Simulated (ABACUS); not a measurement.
Fe:

```
Fe
1.0
    -1.44300    1.44300    1.44300
     1.44300   -1.44300    1.44300
     1.44300    1.44300   -1.44300
Fe
1
Direct
  0.00000 0.00000 0.00000
```

| Quantity | Value |
| --- | --- |
| Program | ABACUS 3.10.1 |
| Task | single point |
| Functional | PBE |
| Potentials or basis | PseudoDojo NC SR 0.4.1 PBE standard |
| Cutoff | 1361 eV |
| Density cutoff | 5442 eV |
| Basis | DZP LCAO (the cutoffs set its grid) |
| k mesh | 13 × 13 × 13 |
| Occupations | fermi-dirac, width 0.05 eV |
| Spin | collinear spin, ferromagnetic start |
| Starting moments | [3.0] μB |

On this cell: pressure -4.8 GPa; net moment 2.46 μB per cell; site moments Fe +2.46 μB; band gap on the k mesh none (metal or under the smearing width).

The same run follows on a disturbed copy (cell strained at random at fixed volume):

```
Fe
1.0
    -1.48153    1.43424    1.45901
     1.46753   -1.43096    1.44173
     1.45354    1.40297   -1.45574
Fe
1
Direct
  0.98721 0.99305 0.98531
```

Task: What does the disturbed cell give?

Result: The energy (extrapolated to zero smearing) moves by +2.0 meV/atom; pressure -4.6 GPa; net moment 2.46 μB per cell; site moments Fe +2.46 μB; band gap on the k mesh none (metal or under the smearing width).

Stress tensor (GPa, compression positive):
```
-5.64  1.04  0.66
 1.04 -3.35 -0.03
 0.66 -0.03 -4.86
```

Caveats: the atomic orbitals were generated for these runs and aren't a published set; the basis of atomic orbitals isn't converged, which shifts pressures, moduli and gaps.
